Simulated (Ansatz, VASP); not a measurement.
**Zn in VASP and in Ansatz**

```
CELL_PARAMETERS angstrom
-1.56904 1.56904 1.56904
1.56904 -1.56904 1.56904
1.56904 1.56904 -1.56904
ATOMIC_POSITIONS crystal
Zn 0.00000 0.00000 0.00000
```

This isn't the form of Zn at room conditions, which is hcp.

Alike in both runs: task single point; functional PBE; k mesh 22 × 22 × 22; occupations gaussian, width 0.15 eV; no spin polarisation.

|  | VASP | Ansatz |
| --- | --- | --- |
| version | VASP 6.6.1 | Ansatz 0.2.0 |
| potentials or method | VASP PAW PBE potentials, release 64 (Zn) | scalar-relativistic, plane waves, PAW |
| plane-wave cutoff (eV) | 520 | 420 |
| valence electrons in the cell | 12 | 12 |

|  | VASP | Ansatz | Ansatz less VASP |
| --- | --- | --- | --- |
| gap on the k mesh at the Fermi level (eV) | none | none | - |
| pressure (GPa) | 0.1 | -0.2 | -0.34 |

A gap of «none» marks a metal or a gap that the smearing closes.
